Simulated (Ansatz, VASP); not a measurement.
## Ba in VASP and in Ansatz

```
Ba
1.0
     4.31161    0.00000    0.00000
    -2.15581    3.73397    0.00000
     0.00000    0.00000    3.91341
Ba
1
Cartesian
  0.0000 0.0000 0.0000
```

Alike in both runs: task single point; functional PBE; k mesh 3 × 3 × 1; occupations gaussian, width 0.1 eV; no spin polarisation.

```csv
,VASP,Ansatz
version,VASP 6.6.1,Ansatz 0.2.0
potentials or method,"VASP PAW PBE potentials, release 64 (Ba_sv)","scalar-relativistic, plane waves, PAW"
plane-wave cutoff (eV),520,420
valence electrons in the cell,10,10
```

Ansatz gave:

```
gap on the k mesh at the Fermi level (eV)       : none
pressure (GPa)                                  : 4.0
largest component of the traceless stress (GPa) : 4.42
```

Question: Estimate VASP's values.

Answer: gap on the k mesh at the Fermi level (eV): none; pressure (GPa): 4.0; largest component of the traceless stress (GPa): 4.35.

A gap of «none» marks a metal or a gap that the smearing closes.

Caveats: the k mesh is coarse (spacing up to 1.61 Å⁻¹), so the values aren't converged. Spin-orbit coupling is left out, which matters for the levels of Ba.
